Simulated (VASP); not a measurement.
# Ti (P6_3/mmc) in VASP: a series of runs

One crystal, Ti, is run at these levels: PBE; tasks: relaxation of cell and atoms, vibrations by finite differences.

All numbers are computed with VASP 6.6.1; they aren't measurements. Logs are shortened: lines on timing, memory, paths and dates and some standing lists are left out, and cuts for length are marked.

### 1 The crystal as given

It takes space group P6_3/mmc (No. 194, hexagonal). The conventional cell has a = 2.950 Å, b = 2.950 Å, c = 4.680 Å, α = 90.00°, β = 90.00°, γ = 120.00°. Ti (site symmetry -6m2) is surrounded by 12 Ti at 2.89 to 2.95 Å.

### 2 Relaxation of cell and atoms, PBE

File INCAR:

```
SYSTEM = Ti
ALGO = Normal
EDIFF = 1E-7
EDIFFG = -0.002
ENCUT = 520
GGA = PE
IBRION = 2
ISIF = 3
ISMEAR = 0
LASPH = .TRUE.
LCHARG = .FALSE.
LREAL = .FALSE.
LWAVE = .FALSE.
NELM = 80
NSW = 80
PREC = Accurate
SIGMA = 0.1
```

File KPOINTS:

```
k-points
0
G
  3 3 2
  0 0 0
```

File POSCAR:

```
Ti
1.0
    2.9500000000      0.0000000000      0.0000000000
   -1.4750000000      2.5547749400      0.0000000000
    0.0000000000      0.0000000000      4.6800000000
Ti
2
Direct
    0.3333333300      0.6666666700      0.2500000000
    0.6666666700      0.3333333300      0.7500000000
```

Potentials or basis: VASP PAW PBE potentials, release 64 (Ti_sv).

Run with:

```bash
cat potpaw_PBE.64/Ti_sv/POTCAR > POTCAR
mpirun -np 1 vasp_std > vasp.out
```

OUTCAR:

```text
SYSTEM = Ti
   EDIFF = 1E-7
   EDIFFG = -0.002
   ENCUT = 520
   GGA = PE
   IBRION = 2
   ISIF = 3
   ISMEAR = 0
   LASPH = .TRUE.
   LREAL = .FALSE.
   NELM = 80
   NSW = 80
   PREC = Accurate

 ion  position               nearest neighbor table
   1  0.333  0.667  0.250-   2 2.89   2 2.89   2 2.89   2 2.89   2 2.89   2 2.89
   2  0.667  0.333  0.750-   1 2.89   1 2.89   1 2.89   1 2.89   1 2.89   1 2.89

  LATTYP: Found a hexagonal cell.
 ALAT       =     2.9500000000
 C/A-ratio  =     1.5864406780

  Lattice vectors:

 A1 = (   2.9500000000,   0.0000000000,   0.0000000000)
 A2 = (  -1.4750000000,   2.5547749400,   0.0000000000)
 A3 = (   0.0000000000,   0.0000000000,   4.6800000000)

Analysis of symmetry for initial positions (statically):
=====================================================================
 Subroutine PRICEL returns:
 Original cell was already a primitive cell.

 Routine SETGRP: Setting up the symmetry group for a
 hexagonal supercell.

 Subroutine GETGRP returns: Found 24 space group operations
 (whereof 12 operations were pure point group operations)
 out of a pool of 24 trial point group operations.

The static configuration has the point symmetry D_3d.
 The point group associated with its full space group is D_6h.

Analysis of symmetry for dynamics (positions and initial velocities):
=====================================================================
 Subroutine PRICEL returns:
 Original cell was already a primitive cell.

 Routine SETGRP: Setting up the symmetry group for a
 hexagonal supercell.

 Subroutine GETGRP returns: Found 24 space group operations
 (whereof 12 operations were pure point group operations)
 out of a pool of 24 trial point group operations.

The dynamic configuration has the point symmetry D_3d.
 The point group associated with its full space group is D_6h.

 Subroutine INISYM returns: Found 24 space group operations
 (whereof 12 operations are pure point group operations),
 and found     1 'primitive' translations

----------------------------------------------------------------------------------------

                                     Primitive cell

  volume of cell :      35.2712

  direct lattice vectors                    reciprocal lattice vectors
     2.950000000  0.000000000  0.000000000     0.338983051  0.195711956  0.000000000
    -1.475000000  2.554774940  0.000000000     0.000000000  0.391423911  0.000000000
     0.000000000  0.000000000  4.680000000     0.000000000  0.000000000  0.213675214

  length of vectors
     2.950000000  2.949999999  4.680000000     0.391423911  0.391423911  0.213675214

  position of ions in fractional coordinates (direct lattice)
     0.333333330  0.666666670  0.250000000
     0.666666670  0.333333330  0.750000000

  ion indices of the primitive-cell ions
   primitive index   ion index
                 1           1
                 2           2

----------------------------------------------------------------------------------------

 KPOINTS: k-points

Automatic generation of k-mesh.
 Grid dimensions read from file:
 generate k-points for:    3    3    2

 Generating k-lattice:

  Cartesian coordinates                     Fractional coordinates (reciprocal lattice)
     0.112994350  0.065237319  0.000000000     0.333333333 -0.000000000  0.000000000
     0.000000000  0.130474637  0.000000000     0.000000000  0.333333333  0.000000000
     0.000000000  0.000000000  0.106837607     0.000000000  0.000000000  0.500000000

  Length of vectors
     0.130474637  0.130474637  0.106837607

  Shift w.r.t. Gamma in fractional coordinates (k-lattice)
     0.000000000  0.000000000  0.000000000

 Subroutine IBZKPT returns following result:
 ===========================================

 Found      6 irreducible k-points:

 Following reciprocal coordinates:
            Coordinates               Weight
  0.000000  0.000000  0.000000      1.000000
  0.333333 -0.000000  0.000000      6.000000
  0.333333  0.333333  0.000000      2.000000
  0.000000  0.000000  0.500000      1.000000
  0.333333 -0.000000  0.500000      6.000000
  0.333333  0.333333  0.500000      2.000000
   k-points           NKPTS =      6   k-points in BZ     NKDIM =      6   number of bands    NBANDS=     16
   number of dos      NEDOS =    301   number of ions     NIONS =      2
   total plane-waves  NPLWV =  20736
   dimension x,y,z NGX =    24 NGY =   24 NGZ =   36
   dimension x,y,z NGXF=    48 NGYF=   48 NGZF=   72
   ions per type =               2
   NGX,Y,Z   is equivalent  to a cutoff of  13.53, 13.53, 12.79 a.u.
   NGXF,Y,Z  is equivalent  to a cutoff of  27.05, 27.05, 25.58 a.u.
 SYSTEM =  Ti
   PREC   = accura    normal or accurate (medium, high low for compatibility)
   ISTART =      0    job   : 0-new  1-cont  2-samecut
   ICHARG =      2    charge: 1-file 2-atom 10-const
   ISPIN  =      1    spin polarized calculation?
   LNONCOLLINEAR =      F non collinear calculations
   LSORBIT =      F    spin-orbit coupling
   LASPH  =      T    aspherical Exc in radial PAW
   ENCUT  =  520.0 eV  38.22 Ry    6.18 a.u.   5.49  5.49  8.70*2*pi/ulx,y,z
   NELM   =     80;   NELMIN=  2; NELMDL= -5     # of ELM steps
   EDIFF  = 0.1E-06   stopping-criterion for ELM
   LREAL  =      F    real-space projection
   EDIFFG = -.2E-02   stopping-criterion for IOM
   NSW    =     80    number of steps for IOM
   IBRION =      2    ionic relax: 0-MD 1-quasi-New 2-CG
   NFREE  =      1    steps in history (QN), initial steepest desc. (CG)
   ISIF   =      3    stress and relaxation
   ISYM   =      2    0-nonsym 1-usesym 2-fastsym
   POTIM  = 0.5000    time-step for ionic-motion
   TEBEG  =    0.0;   TEEND  =   0.0 temperature during run
   PSTRESS=    0.0 pullay stress
   NELECT =      24.0000    total number of electrons
   NUPDOWN=      -1.0000    fix difference up-down
   EMIN   =  10.00;   EMAX   =-10.00  energy-range for DOS
   EFERMI =   0.00;   METHOD = LEGACY
   ISMEAR =     0;   SIGMA  =   0.10  broadening in eV -4-tet -1-fermi 0-gaus
   EFERMI_NEDOS =   21; number of points for ismear=-14 and -15
   IALGO  =     38    algorithm
   IMIX   =      4    mixing-type and parameters
     AMIX     =   0.40;   BMIX     =  1.00
     AMIX_MAG =   1.60;   BMIX_MAG =  1.00
  volume/ion in A,a.u.               =      17.64       119.01
  Fermi-wavevector in a.u.,A,eV,Ry     =   1.439920  2.721055 28.209912  2.073370
  Thomas-Fermi vector in A             =   2.558722
   LORBIT       =      0    0 simple, 1 ext, 2 COOP (PROOUT), +10 PAW based schemes
   GGA     = PE    functional components
   LHFCALC =     F    Hartree Fock is set to
   AEXX    =    0.0000 exact exchange contribution
   IVDW    =     0    specifies the selected vdW correction
   LEPSILON=     F    determine dielectric tensor
   LRPA    =     F    only Hartree local field effects (RPA)
 conjugate gradient relaxation of ions
 non-spin polarized calculation
 Gauss-broadening in eV      SIGMA  =   0.10
  energy-cutoff  :      520.00
  volume of cell :       35.27
 maximum number of plane-waves:       966
 NGX is ok and might be reduce to    24
   NGX = 11   NGY = 11   NGZ = 17

--------------------------------------- Ionic step        1  -------------------------------------------

 number of electron      24.0000002 magnetization

 Free energy of the ion-electron system (eV)
  ---------------------------------------------------
  ext. energy  EPLUGINS =         0.00000000
  ---------------------------------------------------
  free energy    TOTEN  =       -15.74423404 eV

  energy without entropy =      -15.74171978  energy(sigma->0) =      -15.74297691

------------------------ aborting loop because EDIFF is reached ----------------------------------------

  FORCE on cell =-STRESS in cart. coord.  units (eV):
  Direction    XX          YY          ZZ          XY          YZ          ZX
  --------------------------------------------------------------------------------------
  -------------------------------------------------------------------------------------
  Total       -0.3403592     -0.3403592     -1.1269478      0.0000000      0.0000000     -0.0000000
  in kB      -15.4606452    -15.4606452    -51.1910304      0.0000000      0.0000000     -0.0000000
  external PRESSURE =     -27.3707736 kB  Pullay stress =       0.0000000 kB

 VOLUME and BASIS-vectors are now :
 -----------------------------------------------------------------------------
  energy-cutoff  :      520.00
  volume of cell :       35.27
      direct lattice vectors                 reciprocal lattice vectors
     2.950000000  0.000000000  0.000000000     0.338983051  0.195711956  0.000000000
    -1.475000000  2.554774940  0.000000000     0.000000000  0.391423911  0.000000000
     0.000000000  0.000000000  4.680000000     0.000000000  0.000000000  0.213675214
[... 73 lines left out ...]
 POSITION                                       TOTAL-FORCE (eV/Angst)
 -----------------------------------------------------------------------------------
     -0.00000      1.69472      1.15074        -0.000000      0.000000      0.000000
      1.46767      0.84736      3.45223         0.000000      0.000000      0.000000
 -----------------------------------------------------------------------------------
    total drift:                               -0.000009      0.000005     -0.000000

  FREE ENERGIE OF THE ION-ELECTRON SYSTEM (eV)
  ---------------------------------------------------
  free  energy   TOTEN  =       -15.7554040916 eV

  energy  without entropy=      -15.7539841313  energy(sigma->0) =      -15.75469411

--------------------------------------- Ionic step        4  -------------------------------------------

 number of electron      24.0000003 magnetization

 Free energy of the ion-electron system (eV)
  ---------------------------------------------------
  ext. energy  EPLUGINS =         0.00000000
  ---------------------------------------------------
  free energy    TOTEN  =       -15.75577557 eV

  energy without entropy =      -15.75476725  energy(sigma->0) =      -15.75527141

 E-fermi :   8.4085     XC(G=0): -11.5363

 val. band max:        8.2302532728   @ k =   0.3333   0.3333   0.5000
 cond. band min:       8.5691929389   @ k =   0.0000   0.0000   0.5000
 fundamental gap:      0.3389396662
 Fermi energy:         8.4084979399

 k-point     1 :       0.0000    0.0000    0.0000
  band No.  band energies     occupation
      1     -48.4215      2.00000
      2     -48.2723      2.00000
      3     -25.0477      2.00000
      4     -24.3617      2.00000
      5     -24.3617      2.00000
      6     -24.3000      2.00000
[... 8 lines left out ...]
     15       9.7328      0.00000
     16       9.7328      0.00000
[... 115 lines left out ...]
 POSITION                                       TOTAL-FORCE (eV/Angst)
 -----------------------------------------------------------------------------------
     -0.00000      1.69889      1.14828         0.000000     -0.000000      0.000000
      1.47128      0.84945      3.44485        -0.000000      0.000000      0.000000
 -----------------------------------------------------------------------------------
    total drift:                               -0.000009      0.000005     -0.000000

  FREE ENERGIE OF THE ION-ELECTRON SYSTEM (eV)
  ---------------------------------------------------
  free  energy   TOTEN  =       -15.7557755722 eV

  energy  without entropy=      -15.7547672510  energy(sigma->0) =      -15.75527141

 reached required accuracy - stopping structural energy minimisation
```

Run time: 34 s. Hardware: 1 thread of Intel Xeon Platinum 8375C at 2.90GHz (Ice Lake), shared host; peak memory 0.15 GiB.

Results:

| Property | Result |
| --- | --- |
| Free energy | -15.7558 eV |
| Relaxed volume | 17.22 Å³/atom |
| Relaxed cell | a = 2.943 Å, b = 2.943 Å, c = 4.593 Å, α = 90.00°, β = 90.00°, γ = 120.00° |
| Space group after relaxing (to 0.05 Å) | P6_3/mmc (No. 194) |
| Energy gained by relaxing | 5.8 meV/atom |
| Ionic steps | 4 |
| Pressure after relaxing | 0.0 GPa |
| Band gap on the k mesh | none (metal or under the smearing width) |

Step by step:
```tsv
step	energy change (eV)	largest force (eV/Å)	pressure (GPa)	volume (Å³)
1	0.0000	0.0000	-2.74	35.27
2	-0.0062	0.0000	2.40	33.75
3	-0.0112	0.0000	0.25	34.35
4	-0.0115	0.0000	0.00	34.44
```

Final structure:
```
Ti
1.0
     2.94256    0.00000    0.00000
    -1.47128    2.54834    0.00000
     0.00000    0.00000    4.59313
Ti
2
Direct
  0.33333 0.66667 0.25000
  0.66667 0.33333 0.75000
```

Caveat: the k mesh is coarse (spacing up to 0.82 Å⁻¹), so the values aren't converged.

(Part 1 of 2 ends here.)
